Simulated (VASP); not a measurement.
Input:

```xyz
15
Lattice="4.2797 0.0000 0.0000 -2.1398 3.7063 0.0000 0.0000 0.0000 29.7609" Properties=species:S:1:pos:R:3 pbc="T T T"
Sb     0.0000     2.4709     1.9543
Sb     0.0000     2.4709     7.9660
Sb     0.0000     0.0000    11.8746
Sb     0.0000     0.0000    17.8863
Sb     2.1398     1.2354    21.7949
Sb     2.1398     1.2354    27.8066
Te     0.0000     0.0000     0.0000
Te     0.0000     0.0000     6.3391
Te     2.1398     1.2354     3.5812
Te     2.1398     1.2354     9.9203
Te     2.1398     1.2354    16.2594
Te     0.0000     2.4709    13.5015
Te     0.0000     2.4709    19.8406
Te     0.0000     2.4709    26.1797
Te     0.0000     0.0000    23.4218
```

The numbers are results of PBE GGA with D3 dispersion (Becke-Johnson damping), VASP's PBE PAW potentials (set 64) (plane waves; VASP), not measurements. Numerical set-up: PREC = Normal, EDIFF = 1E-5, 400 eV cut-off, 8×8×1 Γ-centred mesh, Gaussian smearing of 0.050 eV, potentials Sb Te.

Problem. The ions are relaxed. Predict the relaxed structure.

Solution. 
```xyz
15
Lattice="4.2797 0.0000 0.0000 -2.1398 3.7063 0.0000 0.0000 0.0000 29.7609" Properties=species:S:1:pos:R:3 pbc="T T T"
Sb     0.0000     2.4709     1.9577
Sb     0.0000     2.4709     7.9627
Sb     0.0000     0.0000    11.8779
Sb     0.0000     0.0000    17.8830
Sb     2.1398     1.2354    21.7982
Sb     2.1398     1.2354    27.8033
Te     0.0000     0.0000     0.0000
Te     0.0000     0.0000     6.2484
Te     2.1398     1.2354     3.6719
Te     2.1398     1.2354     9.9203
Te     2.1398     1.2354    16.1687
Te     0.0000     2.4709    13.5922
Te     0.0000     2.4709    19.8406
Te     0.0000     2.4709    26.0890
Te     0.0000     0.0000    23.5125
```
Space group R-3m (166), at a tolerance of 0.03 Å.

Problem. How much energy does the relaxation gain?

Solution. The energy (σ→0) changes by -10.2 meV/atom, in 7 ionic steps.

The compound is Sb2Te3 in the tetradymite structure. This run relaxes the ions in a fixed cell. Symmetry was kept, so distortions that lower it aren't found.
